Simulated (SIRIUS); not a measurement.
## NaI under changes of volume

One of the cells (33.899 Å³/atom); the others are scaled copies at fixed shape and fractional positions:

```
I Na
1.0
     0.00000    3.23640    3.23640
     3.23640    0.00000    3.23640
     3.23640    3.23640    0.00000
I Na
1 1
Direct
  0.50000 0.50000 0.50000
  0.00000 0.00000 0.00000
```

- Program: SIRIUS 7.12.0
- Functional: LDA
- Potentials or basis: all-electron FP-LAPW
- Cutoff: 158 eV
- Basis: apw+lo standard
- k mesh: 7 × 7 × 7
- Occupations: fermi-dirac, width 0.05 eV
- Spin: no spin polarisation

```csv
volume (Å³/atom),energy over the lowest point (meV/atom),gap on the mesh (eV)
31.865,0.00,3.50
32.543,3.66,3.44
33.221,9.07,3.38
33.899,?,?
34.577,22.82,3.28
35.255,31.33,3.23
35.933,40.48,3.19
```

Task: What does the run at 33.899 Å³/atom give?

Result: Energy over the lowest point 15.46 meV/atom; gap on the mesh 3.33 eV.

Worked out: A Birch-Murnaghan fit of order 3 (a polynomial in V^(-2/3)) to the other rows has no minimum within the range. It gives 15.40 meV/atom at 33.899 Å³/atom, against the run's 15.46. A straight line through the other rows of the gap, of slope -2.59 eV per unit of ln V (its deformation potential), gives 3.33 eV, against the run's 3.33.

Energies are extrapolated to zero smearing.

Caveats: spin-orbit coupling is left out, which moves the levels of the heavy elements.
